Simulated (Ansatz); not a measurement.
# TiSi2: the cost of one run

Computed with Ansatz 0.2.0 (DFT PBE, scalar-relativistic, unless a step's input says otherwise).

### Step 1. The starting structure

It takes space group Fddd (No. 70, orthorhombic). Conventional cell: a = 4.773 Å, b = 8.236 Å, c = 8.523 Å, α = 90.00°, β = 90.00°, γ = 90.00°. Ti (site symmetry 222) has 10 Si at 2.54 to 2.75 Å as nearest neighbours. Around Si (site symmetry 2) lie 5 Ti at 2.54 to 2.75 Å and 5 Si at 2.54 to 2.75 Å.

Structure file:

```cif
data_structure
_symmetry_space_group_name_H-M 'P 1'
_symmetry_Int_Tables_number 1
_cell_length_a 5.9261
_cell_length_b 4.8842
_cell_length_c 4.7595
_cell_angle_alpha 75.818
_cell_angle_beta 53.042
_cell_angle_gamma 51.140
_cell_volume 83.76
loop_
_atom_site_label
_atom_site_type_symbol
_atom_site_fract_x
_atom_site_fract_y
_atom_site_fract_z
_atom_site_occupancy
Ti1 Ti 0.75000 0.75000 0.75000 1
Ti2 Ti 0.50000 0.50000 0.50000 1
Si1 Si 0.08300 0.41700 0.08300 1
Si2 Si 0.41700 0.08300 0.41700 1
Si3 Si 0.16700 0.83300 0.16700 1
Si4 Si 0.83300 0.16700 0.83300 1
```

Atoms are numbered in the order of the input: Ti1, Ti2, Si3, Si4, Si5, Si6.

### Step 2. The deformed structure

Space group Fddd before, Fddd after.

### Step 3. Full-potential LAPW

File input.yaml:

```yaml
crystal:
  lattice:
    - [0.0, 4.118, 4.17627]
    - [2.3865, 0.0, 4.17627]
    - [2.3865, 4.118, 0.0]
  atoms:
    - { symbol: Ti, position: [0.75, 0.75, 0.75] }
    - { symbol: Ti, position: [0.5, 0.5, 0.5] }
    - { symbol: Si, position: [0.083, 0.417, 0.083] }
    - { symbol: Si, position: [0.417, 0.083, 0.417] }
    - { symbol: Si, position: [0.167, 0.833, 0.167] }
    - { symbol: Si, position: [0.833, 0.167, 0.833] }
kpoints:
  mp_grid: { grid: [8, 8, 8] }
  band_path:
    path:
      - [0.0, 0.0, 0.0]
      - [0.5, 0.0, 0.5]
      - [1.0, 0.5, 0.5]
      - [0.5, 0.5, 0.0]
      - [0.0, 0.0, 0.0]
      - [0.0, 0.4156001937, 0.4156001937]
      - [1.0, 0.5843998063, 0.5843998063]
      - [1.0, 0.5, 0.5]
      - [0.5, 0.0, 0.5]
    npoints: 5
scf:
  occupations: { method: fermi_dirac, width: 0.08 }
hamiltonian:
  xc: pbe
  pseudopotentials: { kind: all_electron, lapw: { basis_error: 0.0005 } }
output:
  forces: true
  stress: true
  eigenvalues: true
```

On the command line:

```sh
$ ansatz run input.yaml --threads 2 --pin off --max-ram 6144MiB --backend cpu --events-out ev --progress --plain --runs-dir out
```

**Question.** How long does this run take on 2 threads of Intel Xeon 6975P-C (Granite Rapids), shared host, and how much memory does it need?

About 25 s, with a peak of 0.92 GiB.
